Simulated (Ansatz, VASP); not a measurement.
Two plane-wave programs on MnS

```
Mn S
1.0
     0.00000    2.55133    2.55133
     2.55133    0.00000    2.55133
     2.55133    2.55133    0.00000
Mn S
1 1
Cartesian
  0.0000 0.0000 0.0000
  2.5513 2.5513 2.5513
```

Alike in both runs: task single point; functional revPBE; k mesh 9 × 9 × 9; occupations tetrahedron; collinear spin; Hubbard terms Mn d U = 4.0 eV.

|  | VASP | Ansatz |
| --- | --- | --- |
| version | VASP 6.6.1 | Ansatz 0.2.0 |
| potentials or method | VASP PAW PBE potentials, release 64 (Mn_pv, S) | JTH PAW |
| plane-wave cutoff (eV) | 520 | 1290 |
| valence electrons in the cell | 19 | 21 |

```csv
,VASP,Ansatz,Ansatz less VASP
gap on the k mesh at the Fermi level (eV),0.31,0.58,+0.272
least direct gap on the mesh (eV),2.52,1.64,-0.882
pressure (GPa),13.4,16.2,+2.84
net moment per atom (μB),2.50,2.50,0.000
size of the moment on the site where the two differ most (μB),4.58,4.44,-0.145
```

Site moments also hang on the region over which each program counts them. The programs project onto different local orbitals, so the same U acts differently. The two sets of potentials don't hold the same shells in valence.

Caveats: a cell with one magnetic atom can't hold antiferromagnetic order, which such compounds often take; the PAW data sets were made with another functional, which shifts forces and pressure a little (VASP); an odd mesh through Γ misses points on the zone boundary, where band edges often lie (VASP); the magnetic or orbital state may not be the lowest (Ansatz); odd divisions of the mesh miss points on the zone boundary, where band edges often lie, so the gap on the mesh can be too wide (Ansatz); with tetrahedron occupations forces and stress needn't match the slope of the energy (Ansatz). The state reached can hang on the start; a lower one may exist.
